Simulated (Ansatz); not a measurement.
# Ru: LAPW beside PAW

Does the method matter for Ru? The same cell, functional and mesh are run with full-potential LAPW, PAW with frozen cores and all-electron PAW on datasets made for the crystal.

Method: DFT PBE, scalar-relativistic, in Ansatz 0.2.0.

## Step 1: The starting structure

Symmetry: P6_3/mmc, No. 194, hexagonal system. Conventional cell: a = 2.706 Å, b = 2.706 Å, c = 4.282 Å, α = 90.00°, β = 90.00°, γ = 120.00°. Ru (site symmetry -6m2) is surrounded by 12 Ru at 2.65 to 2.71 Å.

Structure file:

```xyz
2
Lattice="2.7058 0.0000 0.0000 -1.3529 2.3433 0.0000 0.0000 0.0000 4.2819" Properties=species:S:1:pos:R:3 pbc="T T T"
Ru    0.0000    1.5622    1.0705
Ru    1.3529    0.7811    3.2114
```

The structure is an experimental refinement, used without relaxation.

Atoms are numbered in the order of the input: Ru1, Ru2.

## Step 2: Full-potential LAPW

input.yaml reads:

```yaml
crystal:
  lattice:
    - [2.7057993342, 0.0, 0.0]
    - [-1.3528996671, 2.343290961, 0.0]
    - [0.0, 0.0, 4.2819]
  atoms:
    - { symbol: Ru, position: [0.3333333333, 0.6666666667, 0.25] }
    - { symbol: Ru, position: [0.6666666667, 0.3333333333, 0.75] }
kpoints:
  mp_grid: { grid: [14, 14, 8] }
  band_path:
    path:
      - [0.0, 0.0, 0.0]
      - [0.5, 0.0, 0.0]
      - [0.3333333333, 0.3333333333, 0.0]
      - [0.0, 0.0, 0.0]
      - [0.0, 0.0, 0.5]
      - [0.5, 0.0, 0.5]
      - [0.3333333333, 0.3333333333, 0.5]
      - [0.0, 0.0, 0.5]
      - [0.5, 0.0, 0.5]
    npoints: 14
scf:
  occupations: { method: fermi_dirac, width: 0.03 }
hamiltonian:
  xc: pbe
  pseudopotentials: { kind: all_electron, lapw: { basis_error: 0.0005 } }
output:
  forces: true
  stress: true
  eigenvalues: true
  populations: true
  dos: { projected: true, de: 0.2, e_range: [-14, 8] }
```

On the command line:

```bash
ansatz run input.yaml --threads 1 --pin off --max-ram 3072MiB --backend cpu --events-out ev --progress --plain --runs-dir out
```

Log:

```text
Ru: projections on atomic orbitals take those of the free atom 1s2 2s2 2p6 3s2 3p6 3d10 4s2 4p6 4d7 5s1, of charge +0.00 (hamiltonian.pseudopotentials.projection_atoms)
LAPW: plane waves up to 8.893 Å⁻¹, error target 5.0e-4 eV per atom; small_component_spin mean_spin; Ru in spheres of 1.325 Å, 32 of its electrons in bands, Dirac shells []
Engine: ansatz 0.2.0
Pseudopotentials: kind: all_electron
Pseudopotential: Ru, LAPW, valence charge 32, Koelling and Harmon's equation, gaussian nucleus
Functional definition: PBE
  parameter kappa = 0.804
  parameter beta = 0.06672455060314922
  exchange = pbe_x(kappa = kappa, mu = beta*pi^2/3)
  correlation = pbe_c(beta = beta)
Crystal: 2 atoms, lattice volume = 27.149 Å³
Basis set: ecut = 301.3439599942253 eV, 313 PW (Γ), exchange–correlation at level 2
Bands: 39, of which v1, the nominal top of the filled ones, is band 32 counted from 1 (31 counted from 0)
Symmetry: 24 space group operations
Space group: P63/mmc (ITA 194), of the structure as read, at distance tolerance 3.0e-5 Å
k-points: 120 of 1568
Non-local potential: Ru, projectors of the file, none
Initial density: superposition of atomic densities (chi_scale 0.1, normalization cell)
Initial wavefunctions: plane waves of lowest kinetic energy (no species holds an atomic orbital)
Functional: x = pbe(κ = 0.804, μ = 0.2195149727645171), c = pbe(β = 0.06672455060314922)
iter 1 solved again at ethr=5.04e-4 eV; its pass at ethr=1.00e-1 eV (dr2=3.22e-1 eV) is discarded
SCF iter   1: F=—  HF=-246591.568036 eV  |F-HF|=—  |Δ(HF+E_count)|=         —  Δρ=4.92e-2  dr2=3.23e-1  ethr=5.04e-4  ⟨swp⟩=2.5  Hψ=28792  notcnv=0
preconditioner: auto → Kerker (q_TF=auto, 3.147 Å⁻¹)  [metal: Δε(μ)=0.026 eV  Ē_g=10.471 eV  σ=0.030 eV  W_gap=0.21  n_scr=22 (ndim 8)  ℏωp=28.5 eV  f_vac=0.000  D(μ)=2.26/eV (n_scr^D=22)]
iter 2 solved again at ethr=4.21e-5 eV; its pass at ethr=5.04e-4 eV (dr2=2.69e-2 eV) is discarded
SCF iter   2: F=—  HF=-246590.402605 eV  |F-HF|=—  |Δ(HF+E_count)|=    1.17e0  Δρ=1.20e-2  dr2=2.69e-2  ethr=4.21e-5  ⟨swp⟩=2.0  Hψ=24334  notcnv=0
SCF iter   3: F=—  HF=-246590.365154 eV  |F-HF|=—  |Δ(HF+E_count)|=   3.75e-2  Δρ=1.11e-2  dr2=2.36e-2  ethr=4.21e-5  ⟨swp⟩=2.0  Hψ=14034  notcnv=0
SCF iter   4: F=—  HF=-246590.361506 eV  |F-HF|=—  |Δ(HF+E_count)|=   3.65e-3  Δρ=5.07e-3  dr2=6.03e-3  ethr=3.69e-5  ⟨swp⟩=2.0  Hψ=12211  notcnv=0
SCF iter   5: F=—  HF=-246590.361511 eV  |F-HF|=—  |Δ(HF+E_count)|=   4.23e-6  Δρ=1.38e-3  dr2=5.21e-4  ethr=9.43e-6  ⟨swp⟩=2.0  Hψ=13577  notcnv=0
SCF iter   6: F=—  HF=-246590.361538 eV  |F-HF|=—  |Δ(HF+E_count)|=   2.73e-5  Δρ=2.40e-4  dr2=1.34e-5  ethr=8.14e-7  ⟨swp⟩=2.0  Hψ=13593  notcnv=0
SCF iter   7: F=—  HF=-246590.361535 eV  |F-HF|=—  |Δ(HF+E_count)|=   2.79e-6  Δρ=4.53e-5  dr2=5.47e-7  ethr=2.10e-8  ⟨swp⟩=2.0  Hψ=13593  notcnv=0
SCF iter   8: F=-246590.361535 eV  HF=-246590.361535 eV  |F-HF|=5.27e-8  |Δ(HF+E_count)|=   2.10e-7  Δρ=1.41e-5  dr2=5.75e-8  ethr=8.55e-10  ⟨swp⟩=2.0  Hψ=13593  notcnv=0
SCF 1 converged in 8 iterations: F = -246590.361535 eV  dr2 = 5.75e-8
NSCF: frozen V_eff on 113 k-points
SCF converged after 8 iterations
Free energy (F): -246590.361535 eV
Harris-Foulkes:  -246590.361535 eV  (|F-HF|=5.27e-8)
Internal energy: -246590.354819 eV  (E = F + TS)
E sigma→0 (E₀):  -246590.358177 eV
Entropy (-TS):   -0.006716 eV (-3.358 meV/atom)
Fermi energy:    25.754945 eV
--- Per-component energies (eV) ---
  E_band       = -9930.083529
  E_kinetic    = 256425.853421
  E_xc         = -7283.172968
  E_electrostatic = -495733.035273  (all electrons and nuclei)
  E_smearing   = -0.006716  (= −TS)
  E_closure    = 0.000000  (closes the sum)
  E_atoms      = -246571.887780  (free atoms, spherical and without spin; not in F)
  Σ components = -246590.361535   (vs F -246590.361535, Δ=0.00e0)
  Basis errors (estimates in eV, not in F): energy 1.1e-4 per atom: plane waves 9.8e-5 (5.0e-5 summed), levels above the bands 4.9e-173, relativity 4.2e-8, radial functions 1.0e-5, core shells 4.7e-8; eigenvalues (radial functions only) 4.0e-7; not estimated: angular momenta, meshes, grids; target (lapw.basis_error) 5.0e-4; muffin-tin radii Ru 1.325 Å
--- Forces (eV/Å), atoms counted from 1 ---
  atom   1  Ru     0.00000000     0.00000000     0.00000000
  atom   2  Ru     0.00000000    -0.00000000     0.00000000
  max |Σ_I F_I| component: 4.63e-18 eV/Å
--- Stress (GPa, compression-positive) ---
        5.050340      -0.000000       0.000000
        0.000000       5.050340       0.000000
        0.000000       0.000000       3.369566
  P = ⅓ Tr σ = 4.4901 GPa (44.901 kbar)
--- Band table (eV; the first three rows and the last of 120) ---
  k-point 0: bands = ["-417.9693", "-417.9693", "-417.9546", "-417.9546", "-417.9546", "-417.9546", "-244.0294", "-244.0294", "-244.0207", "-244.0207", "-244.0206", "-244.0206", "-244.0131", "-244.0131", "-244.0131", "-244.0131", "-47.3647", "-47.1599", "-17.8562", "-16.9151", "-16.9151", "-16.7445", "-16.7445", "-16.7084", "17.7819", "19.5643", "23.1741", "23.1741", "23.3457", "23.8560", "23.8560", "24.3773", "24.3773", "26.9524", "26.9524", "27.0534", "36.0781", "40.5681", "43.0261"]
  k-point 1: bands = ["-417.9693", "-417.9693", "-417.9546", "-417.9546", "-417.9546", "-417.9546", "-244.0294", "-244.0294", "-244.0207", "-244.0207", "-244.0206", "-244.0206", "-244.0131", "-244.0131", "-244.0131", "-244.0131", "-47.3571", "-47.1678", "-17.8144", "-16.9087", "-16.9087", "-16.7542", "-16.7511", "-16.7511", "17.9567", "19.6221", "23.0745", "23.0745", "23.2592", "23.7537", "23.7537", "24.6143", "24.6143", "26.4805", "26.9612", "26.9612", "36.8304", "40.2299", "43.1993"]
  k-point 2: bands = ["-417.9693", "-417.9693", "-417.9546", "-417.9546", "-417.9546", "-417.9546", "-244.0294", "-244.0294", "-244.0207", "-244.0207", "-244.0206", "-244.0206", "-244.0131", "-244.0131", "-244.0131", "-244.0131", "-47.3351", "-47.1903", "-17.6948", "-16.8903", "-16.8903", "-16.8837", "-16.7697", "-16.7697", "18.4480", "19.7649", "22.9370", "22.9370", "23.0469", "23.5056", "23.5056", "25.1423", "25.1423", "25.2091", "26.9216", "26.9216", "38.6199", "39.8365", "42.2421"]
  k-point 119: bands = ["-417.9693", "-417.9693", "-417.9546", "-417.9546", "-417.9546", "-417.9546", "-244.0294", "-244.0294", "-244.0207", "-244.0207", "-244.0207", "-244.0207", "-244.0131", "-244.0131", "-244.0131", "-244.0131", "-47.1444", "-47.1444", "-17.6213", "-17.6213", "-17.3291", "-17.3291", "-16.9054", "-16.9054", "20.9432", "20.9432", "21.7476", "21.7476", "23.0443", "23.0443", "24.6342", "24.6342", "27.0321", "27.0321", "33.7486", "33.7486", "36.6194", "36.6194", "37.5648"]
--- Löwdin populations: 2 sites ---
  site symbol       q [e]
     0     Ru     43.9138
     1     Ru     43.9138
  spilling = 0.001960 (of n_electrons = 88.000000)
```

Run time: 53 s. Hardware: 1 thread of Arm Neoverse V2, shared host; peak memory 0.53 GiB.

In short: pressure 4.49 GPa; no gap.

Levels at the path's labelled points, in eV from the Fermi level:

| point | band 29 | band 30 | band 31 | band 32 | band 33 | band 34 | band 35 |
| --- | --- | --- | --- | --- | --- | --- | --- |
| Γ | -2.41 | -1.90 | -1.90 | -1.38 | -1.38 | 1.20 | 1.20 |
| M | -2.06 | -1.78 | -1.51 | 1.45 | 1.86 | 1.93 | 4.08 |
| K | -2.83 | -2.83 | -1.06 | 1.02 | 1.02 | 1.46 | 7.03 |
| Γ | -2.41 | -1.90 | -1.90 | -1.38 | -1.38 | 1.20 | 1.20 |
| A | -2.75 | -2.75 | -2.70 | -2.70 | 0.56 | 0.56 | 0.56 |
| L | -1.05 | -1.05 | 0.46 | 0.46 | 1.70 | 1.70 | 3.41 |
| H | -2.70 | -2.70 | -1.17 | -1.17 | 1.24 | 1.24 | 8.46 |
| A | -2.75 | -2.75 | -2.70 | -2.70 | 0.56 | 0.56 | 0.56 |
| L | -1.05 | -1.05 | 0.46 | 0.46 | 1.70 | 1.70 | 3.41 |

States per cell in windows of 1 eV (zero at the Fermi level; grid of 0.20 eV, so sharp peaks spill over the borders):

| from | to | total | Ru 4d | Ru 5s |
| --- | --- | --- | --- | --- |
| -9 | -8 | 0.00 | 0.00 | 0.00 |
| -8 | -7 | 0.06 | 0.00 | 0.05 |
| -7 | -6 | 0.28 | 0.08 | 0.18 |
| -6 | -5 | 2.78 | 2.28 | 0.46 |
| -5 | -4 | 2.39 | 2.15 | 0.21 |
| -4 | -3 | 2.26 | 2.09 | 0.13 |
| -3 | -2 | 3.27 | 3.08 | 0.14 |
| -2 | -1 | 2.94 | 2.71 | 0.16 |
| -1 | 0 | 1.80 | 1.65 | 0.10 |
| 0 | 1 | 1.79 | 1.70 | 0.06 |
| 1 | 2 | 3.33 | 3.21 | 0.10 |
| 2 | 3 | 0.56 | 0.34 | 0.17 |
| 3 | 4 | 0.53 | 0.21 | 0.22 |
| 4 | 5 | 0.47 | 0.13 | 0.21 |

## Step 3: PAW with frozen cores

input.yaml, as its differences from that of step 2:

```diff
@@ -26,3 +26,3 @@
   xc: pbe
-  pseudopotentials: { kind: all_electron, lapw: { basis_error: 0.0005 } }
+  pseudopotentials: { kind: paw }
 output:
@@ -31,3 +31,9 @@
   eigenvalues: true
+  efg: { contact_densities: true }
   populations: true
+  bader: true
   dos: { projected: true, de: 0.2, e_range: [-14, 8] }
+  write_density: true
+  write_potential: true
+  elf: true
+  volumetric_format: npy
```

On the command line:

```bash
ansatz run input.yaml --threads 1 --pin off --max-ram 3072MiB --backend cpu --events-out ev --progress --plain --runs-dir out
```

Log:

```text
Ru: output.efg is read without spin–orbit coupling, which moves field gradients at and beside such atoms by some per cent and up to a factor of two; PAW files take it under magnetization.noncollinear and magnetization.spin_orbit
[... 1 set-up line as earlier in the session ...]
Pseudopotentials: kind: paw
Pseudopotential: Ru, paw, valence charge 16, recommended cutoff 420 eV (normal)
[... 5 set-up lines as earlier in the session ...]
Crystal: 2 atoms, lattice volume = 27.149 Å³
Basis set: ecut = 420 eV, 537 PW (Γ), exchange–correlation on 40×40×60 points (8 copies of the dense FFT grid, shifted against one another)
Bands: 20, of which v1, the nominal top of the filled ones, is band 16 counted from 1 (15 counted from 0)
[... 2 set-up lines as earlier in the session ...]
k-points: 120 of 1568
Non-local potential: Ru, projectors of the file, l = 0: 3, l = 1: 2, l = 2: 2, l = 3: 1
PAW form: soft (Blöchl's): semilocal exchange-correlation on the pseudo side does not see the compensation charge
PAW one-centre angular grid: Ru, 590 points (default); XC on 64 Gauss nodes
Initial density: superposition of atomic densities (neutral atoms: chi_scale 0, normalization atom), corrected by the library's trained network
Initial wavefunctions: pseudopotential atomic-orbital guess
[... 1 set-up line as earlier in the session ...]
SCF iter   1: F=—  HF=-11757.365163 eV  |F-HF|=—  |Δ(HF+E_count)|=         —  Δρ=6.46e-3  dr2=2.29e-3  ethr=1.77e-3  ⟨swp⟩=5.3  Hψ=9529  notcnv=0
preconditioner: auto → none  [metal: Δε(μ)=0.010 eV  Ē_g=5.836 eV  σ=0.030 eV  W_gap=0.08  n_scr=8 (ndim 8)  ℏωp=28.5 eV  f_vac=0.000  D(μ)=2.31/eV (n_scr^D=22)  sad-step TF]
SCF iter   2: F=—  HF=-11757.367714 eV  |F-HF|=—  |Δ(HF+E_count)|=   2.55e-3  Δρ=3.83e-3  dr2=8.35e-4  ethr=7.15e-6  ⟨swp⟩=2.0  Hψ=5297  notcnv=0  defer=1
SCF iter   3: F=—  HF=-11757.368803 eV  |F-HF|=—  |Δ(HF+E_count)|=   1.09e-3  Δρ=2.68e-4  dr2=3.47e-6  ethr=2.61e-6  ⟨swp⟩=2.0  Hψ=3279  notcnv=0  defer=1
SCF iter   4: F=—  HF=-11757.368771 eV  |F-HF|=—  |Δ(HF+E_count)|=   3.23e-5  Δρ=1.11e-4  dr2=6.59e-7  ethr=1.08e-8  ⟨swp⟩=2.0  Hψ=4327  notcnv=0  defer=1
SCF iter   5: F=—  HF=-11757.368771 eV  |F-HF|=—  |Δ(HF+E_count)|=   9.11e-7  Δρ=2.68e-5  dr2=1.08e-7  ethr=2.06e-9  ⟨swp⟩=2.0  Hψ=4316  notcnv=0  defer=1
SCF iter   6: F=-11757.368771 eV  HF=-11757.368771 eV  |F-HF|=3.57e-10  |Δ(HF+E_count)|=   2.17e-8  Δρ=3.89e-6  dr2=2.10e-9  ethr=3.13e-10  ⟨swp⟩=7.8  Hψ=13819  notcnv=0
SCF 1 converged in 6 iterations: F = -11757.368771 eV  dr2 = 2.10e-9
NSCF: frozen V_eff on 113 k-points
SCF converged after 6 iterations
Free energy (F): -11757.368771 eV
Harris-Foulkes:  -11757.368771 eV  (|F-HF|=3.57e-10)
Internal energy: -11757.362069 eV  (E = F + TS)
E sigma→0 (E₀):  -11757.365420 eV
Entropy (-TS):   -0.006702 eV (-3.351 meV/atom)
Fermi energy:    23.513074 eV
--- Per-component energies (eV) ---
  E_band       = -105.961242
  E_kinetic    = 1028.859933
  E_local      = -2515.079479  (includes V_loc(G=0)·N_el)
  E_nonlocal   = 685.892066
  E_hartree    = 808.239351
  E_xc         = -381.450094
  E_vxc        = -478.939982  (∫ρ·V_xc dr)
  E_paw        = -6921.367444  (= ΣΔE_a)
  E_vpaw       = -443.169698  (= ΣTr[D̂ρ^β])
  E_aug_tail   = -0.000389  (compensation charges beyond the density's cutoff)
  E_ewald      = -4462.456013
  E_smearing   = -0.006702  (= −TS)
  E_closure    = 0.000000  (closes the sum)
  Σ components = -11757.368771   (vs F -11757.368771, Δ=0.00e0)
--- Forces (eV/Å), atoms counted from 1 ---
  atom   1  Ru     0.00000000     0.00000000     0.00000000
  atom   2  Ru     0.00000000    -0.00000000     0.00000000
  max |Σ_I F_I| component: 1.39e-17 eV/Å
--- Stress (GPa, compression-positive) ---
        5.108679       0.000000       0.000000
       -0.000000       5.108679       0.000000
        0.000000       0.000000       3.454380
  P = ⅓ Tr σ = 4.5572 GPa (45.572 kbar)
--- PAW observables at the nuclei: V_zz in 10²¹ V/m², potentials from the cell's mean, atoms counted from 1 ---
  atom   1  Ru V_zz =    -0.902928   η = 0.0000   by run symmetry: allowed
            electrostatic potential = -6805.492460 V   contact ρ = 719498.578415 e/Å³
  atom   2  Ru V_zz =    -0.902928   η = 0.0000   by run symmetry: allowed
            electrostatic potential = -6805.492460 V   contact ρ = 719498.578415 e/Å³
--- Band table (eV; the first three rows and the last of 120) ---
  k-point 0: bands = ["-49.6088", "-49.4034", "-20.1015", "-19.1600", "-19.1600", "-18.9894", "-18.9894", "-18.9541", "15.5418", "17.3227", "20.9313", "20.9313", "21.1026", "21.6133", "21.6133", "22.1345", "22.1345", "24.7103", "24.7103", "24.8168"]
  k-point 1: bands = ["-49.6011", "-49.4114", "-20.0598", "-19.1536", "-19.1536", "-19.0000", "-18.9960", "-18.9960", "15.7165", "17.3806", "20.8315", "20.8315", "21.0162", "21.5109", "21.5109", "22.3716", "22.3716", "24.2432", "24.7189", "24.7189"]
  k-point 2: bands = ["-49.5791", "-49.4339", "-19.9401", "-19.1352", "-19.1352", "-19.1294", "-19.0146", "-19.0146", "16.2079", "17.5235", "20.6938", "20.6938", "20.8042", "21.2628", "21.2628", "22.8996", "22.8996", "22.9707", "24.6787", "24.6787"]
  k-point 119: bands = ["-49.3878", "-49.3878", "-19.8663", "-19.8663", "-19.5739", "-19.5739", "-19.1507", "-19.1507", "18.7020", "18.7020", "19.5066", "19.5066", "20.8035", "20.8035", "22.3927", "22.3927", "24.7899", "24.7899", "31.5111", "31.5111"]
--- Löwdin populations: 2 sites ---
  site symbol       q [e]
     0     Ru     15.9102
     1     Ru     15.9102
  spilling = 0.005612 (of n_electrons = 32.000000)
--- Bader charges: 2 sites ---
  site symbol  charge [e]  shift [e]
     0     Ru      0.0000     0.0000
     1     Ru      0.0000     0.0000
  estimated error of the sums over rays = 8.5e-5 e
```

It took 15 s on 1 thread of Arm Neoverse V2, shared host; peak memory 0.36 GiB.

This run gives: pressure 4.56 GPa; no gap; Vzz Ru1 -0.90 (η = 0.00) (10²¹ V/m²).

| atom | Bader charge (e) | basin volume (Å³) |
| --- | --- | --- |
| Ru1 | +0.00 | 13.57 |

Density in a lattice plane of the grid's cell (edges 2.71 and 4.28 Å, at 0.333 of the third edge), which holds Ru.

Ten even steps from '0' (0.29 e/Å³) to '9' (9.90 e/Å³):
```
0000000000110000
0000000012333210
0000000245676421
0000001368998642
0000001469999752
0000001368998642
0000000245676421
0000000012333210
0000000000110000
0000000000000000
0000000000000000
0000000000000000
0000000000000000
0111100000000000
0111110000000000
0111100000000000
0000000000000000
0000000000000000
0000000000000000
0000000000000000
```
Columns run along the first of these edges and rows up along the second, over one cell in 16 and 20 even steps from the bottom left corner. Atoms in the plane (fractional): Ru at (0.67, 0.75).

ELF in the same plane.

Values, 12 rows by 8 columns:
```
0.24 0.29 0.27 0.26 0.42 0.54 0.51 0.35
0.29 0.28 0.26 0.39 0.66 0.59 0.63 0.59
0.35 0.28 0.27 0.47 0.66 0.32 0.44 0.64
0.29 0.28 0.26 0.39 0.66 0.59 0.63 0.59
0.24 0.29 0.27 0.26 0.42 0.54 0.51 0.35
0.30 0.26 0.27 0.29 0.25 0.22 0.22 0.26
0.24 0.22 0.23 0.26 0.31 0.31 0.31 0.30
0.29 0.38 0.37 0.28 0.26 0.31 0.30 0.25
0.35 0.48 0.45 0.31 0.24 0.28 0.27 0.24
0.29 0.38 0.37 0.28 0.26 0.31 0.30 0.25
0.24 0.22 0.23 0.26 0.31 0.31 0.31 0.30
0.30 0.26 0.27 0.29 0.25 0.22 0.22 0.26
```
Columns run along the first of these edges and rows up along the second, over one cell in 8 and 12 even steps from the bottom left corner. Atoms in the plane (fractional): Ru at (0.67, 0.75).

Both are smooth fields of the valence electrons: close to the nuclei they are not physical.

## Step 4: All-electron PAW on datasets made for the crystal

input.yaml, as its differences from that of step 3:

```diff
@@ -21,3 +21,3 @@
       - [0.5, 0.0, 0.5]
-    npoints: 14
+    npoints: 8
 scf:
@@ -26,3 +26,3 @@
   xc: pbe
-  pseudopotentials: { kind: paw }
+  pseudopotentials: { kind: all_electron, datasets: crystal }
 output:
@@ -32,8 +32 @@
   efg: { contact_densities: true }
-  populations: true
-  bader: true
-  dos: { projected: true, de: 0.2, e_range: [-14, 8] }
-  write_density: true
-  write_potential: true
-  elf: true
-  volumetric_format: npy
```

On the command line:

```bash
ansatz run input.yaml --threads 1 --pin off --max-ram 3072MiB --backend cpu --events-out ev --progress --plain --runs-dir out
```

Log (excerpt; [...] marks lines left out):

```text
[...]
band count auto-derived: 13 (N_el = 16.0; filled up to band 8; 12 by the electrons, moments and atoms)
Ru: output.efg is read without spin–orbit coupling, which moves field gradients at and beside such atoms by some per cent and up to a factor of two; PAW files take it under magnetization.noncollinear and magnetization.spin_orbit
[...]
[... 1 set-up line as earlier in the session ...]
Pseudopotential: Ru, paw, valence charge 16, recommended cutoff 320 eV (normal), Koelling and Harmon's equation, gaussian nucleus
[... 1 set-up line as earlier in the session ...]
[...]
Crystal: 2 atoms, lattice volume = 27.149 Å³
Basis set: ecut = 320 eV, 325 PW (Γ), exchange–correlation on 32×32×50 points (8 copies of the dense FFT grid, shifted against one another)
Bands: 13, of which v1, the nominal top of the filled ones, is band 8 counted from 1 (7 counted from 0)
[... 1 set-up line as earlier in the session ...]
[...]
  atom   1  Ru    -0.00000000     0.00000000     0.00000000
  atom   2  Ru    -0.00000000    -0.00000000     0.00000000
[...]
--- Stress (GPa, compression-positive) ---
        5.050485       0.000000       0.000000
       -0.000000       5.050485       0.000000
        0.000000       0.000000       3.370049
  P = ⅓ Tr σ = 4.4903 GPa (44.903 kbar)
  It holds what live shells' own plane waves past their cutoff add
--- PAW observables at the nuclei: V_zz in 10²¹ V/m², potentials from the cell's mean, atoms counted from 1 ---
  atom   1  Ru V_zz =    -1.016615   η = 0.0000   by run symmetry: allowed
            electrostatic potential = -6805.665749 V   contact ρ = 719533.778997 e/Å³
  atom   2  Ru V_zz =    -1.016615   η = 0.0000   by run symmetry: allowed
            electrostatic potential = -6805.665749 V   contact ρ = 719533.778997 e/Å³
--- Band table (eV; the first three rows and the last of 120) ---
  k-point 0: bands = ["17.7818", "19.5643", "23.1741", "23.1741", "23.3458", "23.8560", "23.8560", "24.3774", "24.3774", "26.9525", "26.9525"]
[...]
```

Wall time 17 s (1 thread of Arm Neoverse V2, shared host); peak memory 0.51 GiB.

In short: pressure 4.49 GPa; no gap; Vzz Ru1 -1.02 (η = 0.00) (10²¹ V/m²).

| atom | contact density (e/Å³) |
| --- | --- |
| Ru1 | 719533.8 |

## Step 5: Comparison

| method | pressure (GPa) | Vzz Ru1 (10²¹ V/m²) | SCF cycles, all passes |
| --- | --- | --- | --- |
| LAPW | 4.49 | – | 8 |
| PAW | 4.56 | -0.90 | 6 |
| crystal datasets | 4.49 | -1.02 | 8 |

## Step 6: Outcome

| quantity | value |
| --- | --- |
| pressure | LAPW 4.49, PAW 4.56, crystal datasets 4.49 GPa |
| gap (LAPW) | none |
| Bader charges (PAW) | Ru1 +0.00 e |

At this geometry the cell is under compression of 4.5 GPa, so it would expand if let go. Bands cross the Fermi level: the crystal is a metal at this level. Within 0.3 eV of the Fermi level the largest projected share is Ru 4d (96 %). The projection holds only the free atom's occupied shells (Ru 5s, Ru 4d in this range). The field gradient at Ru1, the largest by crystal datasets, is -0.90 by PAW and -1.02 by crystal datasets (10²¹ V/m²); frozen cores can miss part of the core's response. No spin–orbit coupling: at heavy atoms the gradients can be off by tens of per cent for that reason. PAW lies +0.07 GPa from LAPW in pressure. The price, with the outputs that each input asks for: 53 s for LAPW against 15 s for PAW, about 3 to one.
